## Why five hybrid functionals give InP five different gaps

More exact exchange should mean a wider gap, so the three functionals that contain 25 % of it ought to agree with one another and lie above the two that contain 7 %. Neither happens. For the same InP crystal the three differ by up to 0.8 eV, and r2SCAN-EpsX, with its 7 %, overtakes HSE03 and comes level with HSE06.

VASP 6.6.1, hybrid-functional DFT of InP (F-43m) in one fixed cell, cubic edge 5.861 Å, without spin polarisation or spin-orbit coupling. PAW PBE potentials (In_d, P), 520 eV cutoff, 6×6×6 k mesh, Gaussian smearing of 0.02 eV, reduced grid for exact exchange (PRECFOCK = Fast). The gaps are taken from bands along a path of special points.

```tsv
functional	gap on path (eV)	direct gap on path (eV)
HSE03	1.337	1.337
HSE06	1.515	1.515
PBE-EpsX	1.077	1.077
PBE0	2.120	2.120
r2SCAN-EpsX	1.491	1.491
```

The percentage is only one of three settings that matter. Raising it from 7 to 25 % in an otherwise unchanged functional opens the gap by about 1 eV, as PBE-EpsX and PBE0 show. Letting the 25 % act at all distances, and not only at short ones, is worth 0.6 eV between HSE06 and PBE0. Exchanging the semilocal functional that supplies the remainder, PBE for r2SCAN, is worth 0.4 eV.

### From HSE06 to PBE0: the reach of exchange

HSE06 and PBE0 use the same fraction $a=0.25$ of exact exchange and the same PBE remainder. HSE06 applies the exact part only to the short-range piece of the Coulomb interaction. The piece left to PBE is $e^2\,\mathrm{erf}(\omega r)/r$, where $r$ is the distance between two electrons and $\omega$ is 0.2 Å⁻¹, so that the changeover lies near $1/\omega=5$ Å. PBE0 treats this long-range piece with exact exchange too.

What this does to the gap follows from one simplification. At distances well below $1/\omega$ the long-range interaction is nearly a constant, $w=2\omega e^2/\sqrt{\pi}$. Exact exchange with a constant interaction lowers every filled state by $w$ and leaves every empty state where it was. The semilocal term that it replaces can't tell filled from empty and lowers both by $w/2$. The exchange of one for the other therefore pushes filled states down by $aw/2$ and empty states up by $aw/2$, and the gap opens by

$$\Delta E = a\,w = 0.25\times\frac{2\times 0.2\ \text{Å}^{-1}\times 14.40\ \text{eV Å}}{1.772}\approx 0.81\ \text{eV}.$$

The calculation gives 0.605 eV, three quarters of the estimate, which contains no constant adjusted to these gaps. The band edges also move as the argument requires: the top of the valence band falls by 0.33 eV and the bottom of the conduction band rises by 0.28 eV. The wider gap of PBE0 is thus not the work of one band alone.

The shortfall has a likely origin. Exchange links a band-edge state at the zone centre to states at neighbouring wave vectors, and there the filled and empty bands have already mixed some of their character. A valence state then loses part of its lowering, and a conduction state picks up a little. This mixing should be strongest where the gap is smallest, at the zone centre, and very weak for a compact inner shell.

Other levels of the same two runs support this reading. At the zone-boundary point X, where filled and empty states lie much further apart, the edges shift by 0.37 and 0.31 eV, closer to the ideal 0.41 eV. The empty level still falls about a quarter short of it, so the small gap at the zone centre can explain only part of the shortfall. The In 4d level, which hardly takes part in bonding, falls by 0.40 eV. The P 3s level falls slightly more than the ideal value. A semilocal term slightly weaker than $w/2$ would be expected to do this. It would also hold back the rise of the empty levels, and so leave the gap itself unchanged. Differences in that term from state to state, or a small readjustment of the electron density, may contribute as well.

HSE03 carries the argument one step further. Its $\omega$ is 0.3 Å⁻¹, so exact exchange is cut off at a shorter distance and the gap lies lower still, 0.78 eV below that of PBE0. The estimate of 1.2 eV is now much too large. That is the expected direction of failure: the changeover has moved in to about 3 Å, little more than a bond length, and the interaction can no longer pass for a constant. In terms of wave vectors this is the earlier shortfall grown larger: the interaction now links the zone centre to states further away, where filled and empty bands are expected to have mixed more. The formula gives the order of the three functionals and the rough size of the effect, but not a gap to a tenth of an eV.

Physically, the cut-off stands in for screening. In a crystal the other electrons weaken exchange between distant points by roughly the dielectric constant, which for InP is about 10 (a rough recalled value). PBE0 keeps a quarter at every distance, as if that constant were 4, and its gap of 2.1 eV is well above the measured one, recalled as roughly 1.4 eV.

### r2SCAN-EpsX: the row out of line

The two EpsX functionals meet the same problem differently. They keep exact exchange at all distances but set its fraction to the inverse of a calculated dielectric constant, 14.6 here, which gives 0.068. This suits distant electrons, but leaves little exact exchange at short range, where screening is weak. With PBE as the remainder the result is the smallest gap of the table, 1.08 eV.

The calculated dielectric constant is also higher than the recalled one, so the fraction is on the low side. A straight line through PBE-EpsX and PBE0 puts the gap at about 1.26 eV for a fraction of 0.10. Two points can't test whether the line is straight, but they show that the choice of dielectric constant matters at the level of 0.2 eV.

r2SCAN-EpsX has the same low fraction, yet its gap is 0.41 eV wider than that of PBE-EpsX. Exact exchange can't be the reason, because its amount and its reach are identical. On the same straight line, PBE would need a further 0.07 of exact exchange to gain as much, which would about double what it has. Changing the semilocal part therefore does the work of doubling the exact part.

Theory offers a reason. PBE acts on all electrons through one common potential, which misses the jump that the exact potential makes when an electron is added across the gap. r2SCAN depends also on the kinetic-energy density of the orbitals, so it acts differently on orbitals of different shape and recovers part of that jump. No run here isolates this term, and r2SCAN was used with atomic potentials made for PBE, whose share in the 0.41 eV is unknown.

The near-equality of r2SCAN-EpsX and HSE06 is therefore a meeting of two different routes: little exact exchange with a semilocal partner that gives a wider gap, or more exact exchange confined to short range. They differ by 0.02 eV, too little to rank them with a reduced grid for the exchange and an untested k mesh.

Nor does closeness to experiment settle which functional is right. The cell is close to the measured one, but every functional by itself would choose a slightly larger one; with a rough recalled pressure coefficient, relaxing it would lower the gaps by 0.1 to 0.2 eV and leave their order unchanged. Spin-orbit coupling, also absent, would take off a few hundredths of an eV more. HSE03, which looks excellent as it stands, would then fall clearly below the measured gap. The printed analysis below gives the effect of relaxing the cell row by row, and the level shifts between the functionals.

Numerical output:

```
Gap of PBE0 less gap of HSE06, computed (eV): 0.605
Gap of PBE0 less gap of HSE03, computed (eV): 0.783
Same difference for HSE06, simple estimate (eV): 0.8124
Same difference for HSE03, simple estimate (eV): 1.219
Computed over estimated difference, HSE06: 0.7447
Computed over estimated difference, HSE03: 0.6425
Estimated shift of each band edge, HSE06 to PBE0 (eV): 0.4062
Estimated shift of each band edge, HSE03 to PBE0 (eV): 0.6093
Fall of valence band top, HSE06 to PBE0 (eV): 0.3268
Rise of conduction band bottom, HSE06 to PBE0 (eV): 0.2779
Fall of valence band top, HSE03 to PBE0 (eV): 0.4267
Rise of conduction band bottom, HSE03 to PBE0 (eV): 0.3566
Fall of lowest In 4d level at Gamma, HSE06 to PBE0 (eV): 0.4044
Fall of P 3s level at Gamma, HSE06 to PBE0 (eV): 0.4229
Fall of highest filled level at X, HSE06 to PBE0 (eV): 0.3736
Rise of lowest empty level at X, HSE06 to PBE0 (eV): 0.3079
Gap gained per 0.01 of unscreened exact exchange (eV): 0.0574
Unscreened fraction on the line with the gap of HSE06: 0.1446
Unscreened fraction on the line with the gap of HSE03: 0.1136
Gap on the line at a fraction of 0.10 (eV): 1.259
Gap of r2SCAN-EpsX less gap of PBE-EpsX (eV): 0.414
Extra unscreened fraction that would do the same: 0.07212
Gap of HSE06 less gap of r2SCAN-EpsX (eV): 0.024
Rough effect of relaxing the cell:
          row  pressure in GPa  gap lowering in eV  gap after it in eV
        HSE03            1.658              0.1326               1.204
        HSE06            1.326              0.1061               1.409
     PBE-EpsX            2.436              0.1949              0.8821
         PBE0            1.134             0.09072               2.029
  r2SCAN-EpsX             1.21              0.0968               1.394
```
